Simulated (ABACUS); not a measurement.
**KBr under changes of volume**

One of the cells (35.937 Å³/atom); the others are scaled copies at fixed shape and fractional positions:

```
Br K
1.0
     0.00000    3.30000    3.30000
     3.30000    0.00000    3.30000
     3.30000    3.30000    0.00000
Br K
1 1
Direct
  0.50000 0.50000 0.50000
  0.00000 0.00000 0.00000
```

- Program: ABACUS 3.10.1
- Functional: PBEsol
- Potentials or basis: PseudoDojo NC SR 0.4.1 PBEsol standard
- Cutoff: 1007 eV
- Density cutoff: 4027 eV
- Basis: plane waves
- k mesh: 7 × 7 × 7
- Occupations: fermi-dirac, width 0.05 eV
- Spin: no spin polarisation

| volume (Å³/atom) | energy over the lowest point (meV/atom) | pressure (GPa) | gap on the mesh (eV) |
| --- | --- | --- | --- |
| 33.781 | 2.58 | 0.6 | 4.44 |
| 34.500 | 0.50 | 0.3 | 4.38 |
| 35.218 | 0.00 | -0.1 | 4.33 |
| 35.937 | ? | ? | ? |
| 36.656 | 3.00 | -0.6 | 4.23 |
| 37.374 | 6.21 | -0.8 | 4.19 |
| 38.093 | 10.37 | -1.0 | 4.15 |

Task: What does the run at 35.937 Å³/atom give?

Result: Energy over the lowest point 0.89 meV/atom; pressure -0.3 GPa; gap on the mesh 4.28 eV.

Worked out: A Birch-Murnaghan fit of order 3 (a polynomial in V^(-2/3)) to the other rows has its minimum at 35.11 Å³/atom with B0 = V·E''(V) = 15.4 GPa and B' = 5.0. It gives 0.89 meV/atom at 35.937 Å³/atom, against the run's 0.89, and -dE/dV = -0.3 GPa, against -0.3. A straight line through the other rows of the gap, of slope -2.41 eV per unit of ln V (its deformation potential), gives 4.28 eV, against the run's 4.28.

Energies are extrapolated to zero smearing.

Caveats: an odd mesh through Γ misses points on the zone boundary, where band edges often lie (some runs).

Spin-orbit coupling on Br is left out.
